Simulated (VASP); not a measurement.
# MgO (P6_3mc) in VASP: notebook

The runs below take MgO through relaxation of cell and atoms, with PBEsol.

Program: VASP 6.6.1. These are calculated values, not measurements. Logs are shortened: lines on timing, memory, paths and dates and some standing lists are left out, and cuts for length are marked.

### 1 The structure

Symmetry: P6_3mc, No. 186, hexagonal system. The conventional cell has a = 3.308 Å, b = 3.308 Å, c = 4.983 Å, α = 90.00°, β = 90.00°, γ = 120.00°. Mg (site symmetry 3m) is surrounded by 4 O at 1.97 to 1.99 Å. Around O (site symmetry 3m) lie 4 Mg at 1.97 to 1.99 Å.

Measurements of this composition are mostly on another form, of space group No. 225.

### 2 Relaxation of cell and atoms, PBEsol

Contents of INCAR:

```
SYSTEM = MgO
  PREC = Accurate
  ENCUT = 600
  EDIFF = 1E-6
  ISMEAR = 0
  SIGMA = 0.03
  LREAL = .FALSE.
  LASPH = .TRUE.
  NELM = 80
  ALGO = Normal
  ISIF = 3
  LWAVE = .FALSE.
  LCHARG = .FALSE.
  GGA = PS
  IBRION = 2
  NSW = 90
  EDIFFG = -0.01
```

Contents of KPOINTS:

```
Automatic mesh
0
G
  9 9 6
  0 0 0
```

Contents of POSCAR:

```
MgO
1.0
    3.3077869900      0.0000000000      0.0000000000
   -1.6538934900      2.8646275600      0.0000000000
    0.0000000000      0.0000000000      4.9828816700
Mg O
2 2
Direct
    0.3333333300      0.6666666700      0.0021597400
    0.6666666700      0.3333333300      0.5021597400
    0.3333333300      0.6666666700      0.4024402600
    0.6666666700      0.3333333300      0.9024402600
```

Potentials or basis: VASP PAW PBE potentials, release 64 (Mg, O).

Started as:

```console
$ cat potpaw_PBE.64/Mg/POTCAR potpaw_PBE.64/O/POTCAR > POTCAR
$ mpirun -np 1 vasp_std > vasp.out
```

OUTCAR:

```text
SYSTEM = MgO
   PREC = Accurate
   ENCUT = 600
   EDIFF = 1E-6
   ISMEAR = 0
   LREAL = .FALSE.
   LASPH = .TRUE.
   NELM = 80
   ISIF = 3
   GGA = PS
   IBRION = 2
   NSW = 90
   EDIFFG = -0.01

 ion  position               nearest neighbor table
   1  0.333  0.667  0.002-   4 1.97   4 1.97   4 1.97   3 1.99   2 3.14   2 3.14   2 3.14   2 3.14
                             2 3.14   2 3.14
   2  0.667  0.333  0.502-   3 1.97   3 1.97   3 1.97   4 1.99   1 3.14   1 3.14   1 3.14   1 3.14
                             1 3.14   1 3.14
   3  0.333  0.667  0.402-   2 1.97   2 1.97   2 1.97   1 1.99
   4  0.667  0.333  0.902-   1 1.97   1 1.97   1 1.97   2 1.99

  LATTYP: Found a hexagonal cell.
 ALAT       =     3.3077869900
 C/A-ratio  =     1.5064094771

  Lattice vectors:

 A1 = (   3.3077869900,   0.0000000000,   0.0000000000)
 A2 = (  -1.6538934900,   2.8646275600,   0.0000000000)
 A3 = (   0.0000000000,   0.0000000000,   4.9828816700)

Analysis of symmetry for initial positions (statically):
=====================================================================
 Subroutine PRICEL returns:
 Original cell was already a primitive cell.

 Routine SETGRP: Setting up the symmetry group for a
 hexagonal supercell.

 Subroutine GETGRP returns: Found 12 space group operations
 (whereof  6 operations were pure point group operations)
 out of a pool of 24 trial point group operations.

The static configuration has the point symmetry C_3v.
 The point group associated with its full space group is C_6v.

Analysis of symmetry for dynamics (positions and initial velocities):
=====================================================================
 Subroutine PRICEL returns:
 Original cell was already a primitive cell.

 Routine SETGRP: Setting up the symmetry group for a
 hexagonal supercell.

 Subroutine GETGRP returns: Found 12 space group operations
 (whereof  6 operations were pure point group operations)
 out of a pool of 24 trial point group operations.

The dynamic configuration has the point symmetry C_3v.
 The point group associated with its full space group is C_6v.

 Subroutine INISYM returns: Found 12 space group operations
 (whereof  6 operations are pure point group operations),
 and found     1 'primitive' translations

----------------------------------------------------------------------------------------

                                     Primitive cell

  volume of cell :      47.2157

  direct lattice vectors                    reciprocal lattice vectors
     3.307786990  0.000000000  0.000000000     0.302316928  0.174542759  0.000000000
    -1.653893490  2.864627560  0.000000000     0.000000000  0.349085520  0.000000000
     0.000000000  0.000000000  4.982881670     0.000000000  0.000000000  0.200687086

  length of vectors
     3.307786990  3.307786984  4.982881670     0.349085519  0.349085520  0.200687086

  position of ions in fractional coordinates (direct lattice)
     0.333333330  0.666666670  0.002159740
     0.666666670  0.333333330  0.502159740
     0.333333330  0.666666670  0.402440260
     0.666666670  0.333333330  0.902440260

  ion indices of the primitive-cell ions
   primitive index   ion index
                 1           1
                 2           2
                 3           3
                 4           4

----------------------------------------------------------------------------------------

 KPOINTS: Automatic mesh

Automatic generation of k-mesh.
 Grid dimensions read from file:
 generate k-points for:    9    9    6

 Generating k-lattice:

  Cartesian coordinates                     Fractional coordinates (reciprocal lattice)
     0.033590770  0.019393640  0.000000000     0.111111111  0.000000000  0.000000000
     0.000000000  0.038787280  0.000000000     0.000000000  0.111111111  0.000000000
     0.000000000  0.000000000  0.033447848     0.000000000  0.000000000  0.166666667

  Length of vectors
     0.038787280  0.038787280  0.033447848

  Shift w.r.t. Gamma in fractional coordinates (k-lattice)
     0.000000000  0.000000000  0.000000000

 Subroutine IBZKPT returns following result:
 ===========================================

 Found     48 irreducible k-points:

 Following reciprocal coordinates:
            Coordinates               Weight
  0.000000  0.000000  0.000000      1.000000
  0.111111 -0.000000  0.000000      6.000000
  0.222222  0.000000  0.000000      6.000000
  0.333333  0.000000  0.000000      6.000000
  0.444444  0.000000  0.000000      6.000000
  0.111111  0.111111  0.000000      6.000000
[... 16 lines left out ...]
  0.333333  0.222222  0.166667     24.000000
  0.333333  0.333333  0.166667      4.000000
 [... further k-points ...]
   k-points           NKPTS =     48   k-points in BZ     NKDIM =     48   number of bands    NBANDS=     12
   number of dos      NEDOS =    301   number of ions     NIONS =      4
   total plane-waves  NPLWV =  31360
   dimension x,y,z NGX =    28 NGY =   28 NGZ =   40
   dimension x,y,z NGXF=    56 NGYF=   56 NGZF=   80
   ions per type =               2   2
   NGX,Y,Z   is equivalent  to a cutoff of  14.07, 14.07, 13.35 a.u.
   NGXF,Y,Z  is equivalent  to a cutoff of  28.15, 28.15, 26.69 a.u.
 SYSTEM =  MgO
   PREC   = accura    normal or accurate (medium, high low for compatibility)
   ISTART =      0    job   : 0-new  1-cont  2-samecut
   ICHARG =      2    charge: 1-file 2-atom 10-const
   ISPIN  =      1    spin polarized calculation?
   LNONCOLLINEAR =      F non collinear calculations
   LSORBIT =      F    spin-orbit coupling
   LASPH  =      T    aspherical Exc in radial PAW
   ENCUT  =  600.0 eV  44.10 Ry    6.64 a.u.   6.61  6.61  9.95*2*pi/ulx,y,z
   NELM   =     80;   NELMIN=  2; NELMDL= -5     # of ELM steps
   EDIFF  = 0.1E-05   stopping-criterion for ELM
   LREAL  =      F    real-space projection
   EDIFFG = -.1E-01   stopping-criterion for IOM
   NSW    =     90    number of steps for IOM
   IBRION =      2    ionic relax: 0-MD 1-quasi-New 2-CG
   NFREE  =      1    steps in history (QN), initial steepest desc. (CG)
   ISIF   =      3    stress and relaxation
   ISYM   =      2    0-nonsym 1-usesym 2-fastsym
   POTIM  = 0.5000    time-step for ionic-motion
   TEBEG  =    0.0;   TEEND  =   0.0 temperature during run
   PSTRESS=    0.0 pullay stress
   NELECT =      16.0000    total number of electrons
   NUPDOWN=      -1.0000    fix difference up-down
   EMIN   =  10.00;   EMAX   =-10.00  energy-range for DOS
   EFERMI =   0.00;   METHOD = LEGACY
   ISMEAR =     0;   SIGMA  =   0.03  broadening in eV -4-tet -1-fermi 0-gaus
   EFERMI_NEDOS =   21; number of points for ismear=-14 and -15
   IALGO  =     38    algorithm
   IMIX   =      4    mixing-type and parameters
     AMIX     =   0.40;   BMIX     =  1.00
     AMIX_MAG =   1.60;   BMIX_MAG =  1.00
  volume/ion in A,a.u.               =      11.80        79.66
  Fermi-wavevector in a.u.,A,eV,Ry     =   1.141351  2.156842 17.724080  1.302683
  Thomas-Fermi vector in A             =   2.278052
   LORBIT       =      0    0 simple, 1 ext, 2 COOP (PROOUT), +10 PAW based schemes
   GGA     = PS    functional components
   LHFCALC =     F    Hartree Fock is set to
   AEXX    =    0.0000 exact exchange contribution
   IVDW    =     0    specifies the selected vdW correction
   LEPSILON=     F    determine dielectric tensor
   LRPA    =     F    only Hartree local field effects (RPA)
 conjugate gradient relaxation of ions
 non-spin polarized calculation
 Gauss-broadening in eV      SIGMA  =   0.03
  energy-cutoff  :      600.00
  volume of cell :       47.22
 maximum number of plane-waves:      1604
 NGX is ok and might be reduce to    28
   NGX = 13   NGY = 13   NGZ = 19

--------------------------------------- Ionic step        1  -------------------------------------------

 number of electron      15.9999997 magnetization

 Free energy of the ion-electron system (eV)
  ---------------------------------------------------
  ext. energy  EPLUGINS =         0.00000000
  ---------------------------------------------------
  free energy    TOTEN  =       -24.55565510 eV

  energy without entropy =      -24.55565510  energy(sigma->0) =      -24.55565510

------------------------ aborting loop because EDIFF is reached ----------------------------------------

  FORCE on cell =-STRESS in cart. coord.  units (eV):
  Direction    XX          YY          ZZ          XY          YZ          ZX
  --------------------------------------------------------------------------------------
  -------------------------------------------------------------------------------------
  Total       -0.0492811     -0.0492811     -0.0338764     -0.0000000      0.0000000      0.0000000
  in kB       -1.6722635     -1.6722635     -1.1495333     -0.0000000      0.0000000      0.0000000
  external PRESSURE =      -1.4980201 kB  Pullay stress =       0.0000000 kB
[... 61 lines left out ...]
  energy  without entropy=      -24.5556637427  energy(sigma->0) =      -24.55566374

--------------------------------------- Ionic step        3  -------------------------------------------

 number of electron      15.9999997 magnetization

 Free energy of the ion-electron system (eV)
  ---------------------------------------------------
  ext. energy  EPLUGINS =         0.00000000
  ---------------------------------------------------
  free energy    TOTEN  =       -24.55567276 eV

  energy without entropy =      -24.55567276  energy(sigma->0) =      -24.55567276

 E-fermi :   1.2184     XC(G=0):  -9.9827

 val. band max:        1.0345312318   @ k =   0.0000   0.0000   0.0000
 cond. band min:       4.3848729094   @ k =   0.0000   0.0000   0.0000
 fundamental gap:      3.3503416777
 Fermi energy:         1.2183573936

 k-point     1 :       0.0000    0.0000    0.0000
  band No.  band energies     occupation
      1     -15.1652      2.00000
      2     -14.3332      2.00000
      3      -2.3032      2.00000
      4       0.2397      2.00000
      5       0.2397      2.00000
      6       0.5849      2.00000
      7       0.5849      2.00000
      8       1.0345      2.00000
      9       4.3849      0.00000
     10       9.4443      0.00000
     11      11.2598      0.00000
     12      14.9931      0.00000
[... 331 lines left out ...]
 k-point    24 :       0.3333    0.3333    0.1667
  band No.  band energies     occupation
      1     -14.3272      2.00000
      2     -14.3272      2.00000
      3      -1.7147      2.00000
      4      -1.2066      2.00000
      5      -1.2066      2.00000
      6      -0.4075      2.00000
      7       0.0988      2.00000
      8       0.0988      2.00000
      9       9.1889      0.00000
     10       9.2708      0.00000
     11      11.0138      0.00000
     12      11.0138      0.00000

 [... further k-points ...]

------------------------ aborting loop because EDIFF is reached ----------------------------------------

  FORCE on cell =-STRESS in cart. coord.  units (eV):
  Direction    XX          YY          ZZ          XY          YZ          ZX
  --------------------------------------------------------------------------------------
  -------------------------------------------------------------------------------------
  Total        0.0015673      0.0015673      0.0222444      0.0000000      0.0000000     -0.0000000
  in kB        0.0532281      0.0532281      0.7554347      0.0000000      0.0000000     -0.0000000
  external PRESSURE =       0.2872970 kB  Pullay stress =       0.0000000 kB
[... 19 lines left out ...]
  FREE ENERGIE OF THE ION-ELECTRON SYSTEM (eV)
  ---------------------------------------------------
  free  energy   TOTEN  =       -24.5556727632 eV

  energy  without entropy=      -24.5556727632  energy(sigma->0) =      -24.55567276

 reached required accuracy - stopping structural energy minimisation
```

It took 21 s on 1 thread of Intel Xeon 6975P-C (Granite Rapids), shared host; peak memory 0.2 GiB.

Results:

```
Free energy                            : -24.5557 eV
Relaxed volume                         : 11.79 Å³/atom
Relaxed cell                           : a = 3.307 Å, b = 3.307 Å, c = 4.982 Å, α = 90.00°, β = 90.00°, γ = 120.00°
Space group after relaxing (to 0.05 Å) : P6_3mc (No. 186)
Energy gained by relaxing              : 0.0 meV/atom
Ionic steps                            : 3
Pressure after relaxing                : 0.0 GPa
Largest force after relaxing           : 0.007 eV/Å
Band gap on the k mesh                 : 3.35 eV, direct
```

Forces on the atoms (eV/Å):
```
Mg   0.000  0.000  0.007
Mg   0.000  0.000  0.007
O    0.000  0.000 -0.007
O    0.000  0.000 -0.007
```

Final structure:
```xyz
4
Lattice="3.3068 0.0000 0.0000 -1.6534 2.8638 0.0000 0.0000 0.0000 4.9818" Properties=species:S:1:pos:R:3 pbc="T T T"
Mg    0.0000    1.9092    0.0110
Mg    1.6534    0.9546    2.5019
O     0.0000    1.9092    2.0047
O     1.6534    0.9546    4.4956
```

Levels at points of the mesh, in eV from the valence-band top:
```csv
k point,band 6,band 7,band 8,band 9,band 10,band 11
"(0.00, 0.00, 0.00)",-0.45,-0.45,0.00,3.35,8.41,10.23
"(0.00, 0.00, 0.50)",-0.63,-0.63,-0.63,5.88,5.88,13.10
```

Caveat: the PAW data sets were made with another functional, which shifts forces and pressure a little; an odd mesh through Γ misses points on the zone boundary, where band edges often lie.

### 3 Relaxation of cell and atoms, PBEsol

Changes to INCAR since step 2:

```diff
@@ -3,3 +3,3 @@
   ENCUT = 600
-  EDIFF = 1E-6
+  EDIFF = 1E-7
   ISMEAR = 0
@@ -16,2 +16,2 @@
   NSW = 90
-  EDIFFG = -0.01
+  EDIFFG = -0.005
```

KPOINTS is that of step 2.

Contents of POSCAR:

```
MgO                                     
1.0
    3.3067890853     -0.0000000000      0.0000000000
   -1.6533945377      2.8637633492     -0.0000000000
    0.0000000000      0.0000000000      4.9818483165
  Mg              O             
     2     2
Direct
     0.3333333300000021    0.6666666699999979    0.0022068782981320
     0.6666666699999979    0.3333333300000021    0.5022068782981320
     0.3333333300000021    0.6666666699999979    0.4023931217018700
     0.6666666699999979    0.3333333300000021    0.9023931217018700
```

Potentials or basis: VASP PAW PBE potentials, release 64 (Mg, O).

Started as:

```console
$ cat potpaw_PBE.64/Mg/POTCAR potpaw_PBE.64/O/POTCAR > POTCAR
$ mpirun -np 1 vasp_std > vasp.out
```

OUTCAR:

```text
SYSTEM = MgO
   PREC = Accurate
   ENCUT = 600
   EDIFF = 1E-7
   ISMEAR = 0
   LREAL = .FALSE.
   LASPH = .TRUE.
   NELM = 80
   ISIF = 3
   GGA = PS
   IBRION = 2
   NSW = 90
   EDIFFG = -0.005

 ion  position               nearest neighbor table
   1  0.333  0.667  0.002-   4 1.97   4 1.97   4 1.97   3 1.99   2 3.14   2 3.14   2 3.14   2 3.14
                             2 3.14   2 3.14
   2  0.667  0.333  0.502-   3 1.97   3 1.97   3 1.97   4 1.99   1 3.14   1 3.14   1 3.14   1 3.14
                             1 3.14   1 3.14
   3  0.333  0.667  0.402-   2 1.97   2 1.97   2 1.97   1 1.99
   4  0.667  0.333  0.902-   1 1.97   1 1.97   1 1.97   2 1.99

  LATTYP: Found a hexagonal cell.
 ALAT       =     3.3067890853
 C/A-ratio  =     1.5065515786

  Lattice vectors:

 A1 = (   3.3067890853,   0.0000000000,   0.0000000000)
 A2 = (  -1.6533945377,   2.8637633492,   0.0000000000)
[... 401 lines left out ...]
      5       0.2541      2.00000
      6       0.5839      2.00000
      7       0.5839      2.00000
      8       0.9916      2.00000
      9       4.3670      0.00000
     10       9.4088      0.00000
     11      11.1810      0.00000
     12      15.0393      0.00000
[... 331 lines left out ...]
 k-point    24 :       0.3333    0.3333    0.1667
  band No.  band energies     occupation
      1     -14.3341      2.00000
      2     -14.3341      2.00000
      3      -1.7116      2.00000
      4      -1.2100      2.00000
      5      -1.2100      2.00000
      6      -0.4349      2.00000
      7       0.0788      2.00000
      8       0.0788      2.00000
      9       9.1965      0.00000
     10       9.2270      0.00000
     11      10.9854      0.00000
     12      10.9854      0.00000

 [... further k-points ...]

------------------------ aborting loop because EDIFF is reached ----------------------------------------

  FORCE on cell =-STRESS in cart. coord.  units (eV):
  Direction    XX          YY          ZZ          XY          YZ          ZX
  --------------------------------------------------------------------------------------
  -------------------------------------------------------------------------------------
  Total        0.0092029      0.0092029     -0.0075496      0.0000000      0.0000000      0.0000000
  in kB        0.3120429      0.3120429     -0.2559843      0.0000000      0.0000000      0.0000000
  external PRESSURE =       0.1227005 kB  Pullay stress =       0.0000000 kB
[... 19 lines left out ...]
  FREE ENERGIE OF THE ION-ELECTRON SYSTEM (eV)
  ---------------------------------------------------
  free  energy   TOTEN  =       -24.5557587602 eV

  energy  without entropy=      -24.5557587602  energy(sigma->0) =      -24.55575876

 reached required accuracy - stopping structural energy minimisation
```

CONTCAR:

```text
MgO
   1.00000000000000
     3.2993492522462389   -0.0000000000128556   -0.0000000000000000
    -1.6496746211953897    2.8573202648064306    0.0000000000000000
     0.0000000000000000    0.0000000000000000    5.0122560815655133
  Mg              O
     2     2
Direct
     0.3333333300000021    0.6666666699999979    0.0035949979587868
     0.6666666699999979    0.3333333300000021    0.5035949979587867
     0.3333333300000021    0.6666666699999979    0.4010050020412154
     0.6666666699999979    0.3333333300000021    0.9010050020412154

  0.00000000E+00  0.00000000E+00  0.00000000E+00
  0.00000000E+00  0.00000000E+00  0.00000000E+00
  0.00000000E+00  0.00000000E+00  0.00000000E+00
  0.00000000E+00  0.00000000E+00  0.00000000E+00
```

It took 60 s on 1 thread of Intel Xeon 6975P-C (Granite Rapids), shared host; peak memory 0.2 GiB.

Results:

- Free energy: -24.5558 eV
- Relaxed volume: 11.81 Å³/atom
- Relaxed cell: a = 3.299 Å, b = 3.299 Å, c = 5.012 Å, α = 90.00°, β = 90.00°, γ = 120.00°
- Space group after relaxing (to 0.05 Å): P6_3mc (No. 186)
- Energy gained by relaxing: 0.0 meV/atom
- Ionic steps: 10
- Pressure after relaxing: 0.0 GPa
- Band gap on the k mesh: 3.38 eV, direct

Forces on the atoms (eV/Å):
```
Mg   0.000  0.000  0.002
Mg   0.000  0.000  0.002
O    0.000  0.000 -0.002
O    0.000  0.000 -0.002
```

The path:
```tsv
step	energy change (eV)	largest force (eV/Å)	pressure (GPa)	volume (Å³)
1	0.0000	0.0070	0.02	47.18
2	0.0000	0.0053	0.00	47.19
3	0.0000	0.0000	-0.05	47.21
4	0.0000	0.0107	-0.15	47.27
5	0.0000	0.0050	-0.08	47.24
6	-0.0001	0.0048	-0.09	47.24
7	-0.0001	0.0043	-0.08	47.24
8	-0.0001	0.0033	-0.07	47.24
9	-0.0001	0.0013	-0.04	47.25
10	-0.0001	0.0022	0.01	47.25
```

Final structure:
```
CELL_PARAMETERS angstrom
3.29935 0.00000 0.00000
-1.64967 2.85732 0.00000
0.00000 0.00000 5.01226
ATOMIC_POSITIONS crystal
Mg 0.33333 0.66667 0.00360
Mg 0.66667 0.33333 0.50360
O 0.33333 0.66667 0.40101
O 0.66667 0.33333 0.90100
```

Levels at points of the mesh, in eV from the valence-band top:
```csv
k point,band 6,band 7,band 8,band 9,band 10,band 11
"(0.00, 0.00, 0.00)",-0.41,-0.41,0.00,3.38,8.42,10.19
"(0.00, 0.00, 0.50)",-0.58,-0.58,-0.58,5.89,5.89,13.06
```

Caveat: the PAW data sets were made with another functional, which shifts forces and pressure a little; an odd mesh through Γ misses points on the zone boundary, where band edges often lie. As with any semilocal functional, this PBEsol gap is likely too small.
